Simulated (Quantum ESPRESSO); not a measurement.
# Rh: single point with PBEsol

The system is Rh.

```xyz
1
Lattice="-0.0393 1.8831 1.9625 1.9019 0.0328 1.8903 1.9247 1.8337 0.0101" Properties=species:S:1:pos:R:3 pbc="T T T"
Rh   -0.0047   -0.0016    0.0159
```

The cell isn't the ideal one: cell strained at random at fixed volume.

```json
{
 "Program": "Quantum ESPRESSO 7.5",
 "Task": "single point",
 "Functional": "PBEsol",
 "Potentials or basis": "GBRV 1.5 PBEsol",
 "Cutoff": "612 eV",
 "Density cutoff": "4898 eV",
 "k mesh": "12 × 12 × 12",
 "Occupations": "fermi-dirac, width 0.05 eV",
 "Spin": "no spin polarisation"
}
```

* Pressure: -1.8 GPa
* Band gap on the k mesh: none (metal or under the smearing width)

Stress tensor (GPa, compression positive):
```
 -6.82   1.97   5.56
  1.97   5.59 -10.07
  5.56 -10.07  -4.05
```

Levels at points of the mesh, in eV from the Fermi level:
| k point | band 5 | band 6 | band 7 | band 8 | band 9 | band 10 |
| --- | --- | --- | --- | --- | --- | --- |
| (0.00, 0.00, 0.00) | -3.54 | -3.19 | -2.68 | -1.25 | -0.68 | 16.51 |
| (0.00, 0.00, -0.50) | -3.35 | -3.04 | 0.23 | 0.78 | 0.90 | 8.86 |
| (0.00, -0.50, 0.00) | -3.64 | -2.86 | 0.49 | 0.84 | 1.01 | 9.18 |
| (0.00, -0.50, -0.50) | -6.01 | 0.52 | 0.85 | 1.16 | 2.83 | 11.78 |
| (-0.50, 0.00, 0.00) | -3.45 | -2.81 | 0.24 | 0.35 | 0.65 | 8.02 |
| (-0.50, 0.00, -0.50) | -6.07 | 0.48 | 0.99 | 1.13 | 3.89 | 12.30 |
| (-0.50, -0.50, 0.00) | -6.00 | 0.46 | 0.80 | 1.23 | 2.97 | 11.97 |
| (-0.50, -0.50, -0.50) | -3.78 | -2.58 | 0.46 | 0.63 | 0.71 | 8.62 |

Wall time 30 s on 2 MPI ranks on Arm Neoverse V2, with other jobs on the host, peak memory 0.22 GiB a rank.
